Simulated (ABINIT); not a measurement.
Hf:

```xyz
1
Lattice="-1.8050 1.8050 1.8050 1.8050 -1.8050 1.8050 1.8050 1.8050 -1.8050" Properties=species:S:1:pos:R:3 pbc="T T T"
Hf    0.0000    0.0000    0.0000
```

This isn't the form of Hf at room conditions, which is hcp.

| Quantity | Value |
| --- | --- |
| Program | ABINIT 10.8.3 (patched build) |
| Task | relaxation of cell and atoms |
| Functional | LDA |
| Potentials or basis | PseudoDojo NC SR LDA v0.4.1 standard |
| Cutoff | 789 eV |
| k mesh | 8 × 8 × 8 |
| Occupations | fermi-dirac, width 0.05 eV |
| Spin | no spin polarisation |

At the start: pressure -13.7 GPa; volume 23.52 Å³/atom.

**Question.** How do energy, volume and symmetry change on relaxing?

**Answer.** Over 5 steps the energy falls by 155.8 meV/atom and the volume is 20.25 Å³/atom (-13.9 %); space group Im-3m (No. 229, to 0.05 Å).

Step by step:
```
step  energy change (eV)  largest force (eV/Å)  pressure (GPa)  volume (Å³)
   1              0.0000                0.0000          -13.67        23.52
   2             -0.0736                0.0000          -10.54        22.55
   3             -0.1541                0.0000            1.78        19.95
   4             -0.1557                0.0000           -0.19        20.28
   5             -0.1558                0.0000            0.00        20.25
```

Final structure:
```cif
data_structure
_symmetry_space_group_name_H-M 'P 1'
_symmetry_Int_Tables_number 1
_cell_length_a 2.9739
_cell_length_b 2.9739
_cell_length_c 2.9739
_cell_angle_alpha 109.471
_cell_angle_beta 109.471
_cell_angle_gamma 109.471
_cell_volume 20.25
loop_
_atom_site_label
_atom_site_type_symbol
_atom_site_fract_x
_atom_site_fract_y
_atom_site_fract_z
_atom_site_occupancy
Hf1 Hf 0.00000 0.00000 0.00000 1
```

Caveat: the volume moved by -14 % from the deposited cell, more than functionals usually miss.
